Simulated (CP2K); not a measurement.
## Os under changes of volume

One of the cells (13.982 Å³/atom); the others are scaled copies at fixed shape and fractional positions:

```
Os
1.0
     2.73410    0.00000    0.00000
    -1.36705    2.36780    0.00000
     0.00000    0.00000    4.31970
Os
2
Direct
  0.66667 0.33333 0.75000
  0.33333 0.66667 0.25000
```

| Item | Value |
| --- | --- |
| Program | CP2K 2026.2 |
| Functional | PBEsol |
| Potentials or basis | POTENTIAL_UZH Os GTH-PBE-q16; TZVP-MOLOPT-PBE-GTH basis |
| Density cutoff | 6123 eV |
| k mesh | 11 × 11 × 6 |
| Occupations | fermi-dirac, width 0.05 eV |
| Spin | no spin polarisation |

| volume (Å³/atom) | energy over the lowest point (meV/atom) | pressure (GPa) |
| --- | --- | --- |
| 13.143 | 58.30 | 27.2 |
| 13.423 | 20.98 | 15.9 |
| 13.703 | 2.22 | 5.9 |
| 13.982 | 0.00 | -3.1 |
| 14.262 | ? | ? |
| 14.542 | 38.16 | -18.1 |
| 14.821 | 75.46 | -24.4 |

Question: What does the run at 14.262 Å³/atom give?

Answer: Energy over the lowest point 12.52 meV/atom; pressure -11.0 GPa.

Worked out: A Birch-Murnaghan fit of order 3 (a polynomial in V^(-2/3)) to the other rows has its minimum at 13.88 Å³/atom with B0 = V·E''(V) = 436 GPa and B' = 4.7 at fixed shape and positions, which overstates the stiffness. It gives 12.49 meV/atom at 14.262 Å³/atom, against the run's 12.52, and -dE/dV = -11.1 GPa, against -11.0.

Energies are extrapolated to zero smearing.

Caveats: the potentials were made for another functional, which shifts forces and pressure; the basis of atomic orbitals isn't converged, which shifts pressures, moduli and gaps.
